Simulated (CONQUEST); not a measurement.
PbO2 under changes of volume

One of the cells (14.176 Å³/atom); the others are scaled copies at fixed shape and fractional positions:

```
CELL_PARAMETERS angstrom
3.40900 0.00000 0.00000
0.00000 4.99496 0.00000
0.00000 0.00000 4.99496
ATOMIC_POSITIONS crystal
Pb 0.50000 0.50000 0.50000
Pb 0.00000 0.00000 0.00000
O 0.00000 0.69257 0.30743
O 0.50000 0.19257 0.19257
O 0.50000 0.80743 0.80743
O 0.00000 0.30743 0.69257
```

The cell is a database's computed one.

* Program: CONQUEST 1.3
* Functional: PBE
* Potentials or basis: PseudoDojo NC PBE, DZP, grid of 36 × 60 × 60 points
* k mesh: 8 × 6 × 6
* Occupations: fermi-dirac, width 0.05 eV
* Spin: no spin polarisation

```csv
volume (Å³/atom),energy over the lowest point (meV/atom),pressure (GPa),largest force (eV/Å)
13.325,122.10,22.7,0.172
13.609,85.84,18.5,0.149
13.892,56.84,14.5,0.094
14.176,?,?,?
14.459,18.01,7.7,0.007
14.743,6.79,5.1,0.031
15.026,0.00,2.6,0.084
```

**Question.** What does the run at 14.176 Å³/atom give?

**Answer.** Energy over the lowest point 34.36 meV/atom; pressure 10.9 GPa; largest force 0.024 eV/Å.

Worked out: A Birch-Murnaghan fit of order 3 (a polynomial in V^(-2/3)) to the other rows has its minimum at 15.36 Å³/atom, just outside them, with B0 = V·E''(V) = 109 GPa and B' = 5.4 at fixed shape and positions, which overstates the stiffness. It gives 34.52 meV/atom at 14.176 Å³/atom, against the run's 34.36, and -dE/dV = 10.9 GPa, against 10.9.

Energies are extrapolated to zero smearing.

Caveats: the basis of atomic orbitals isn't converged, which shifts pressures, moduli and gaps.
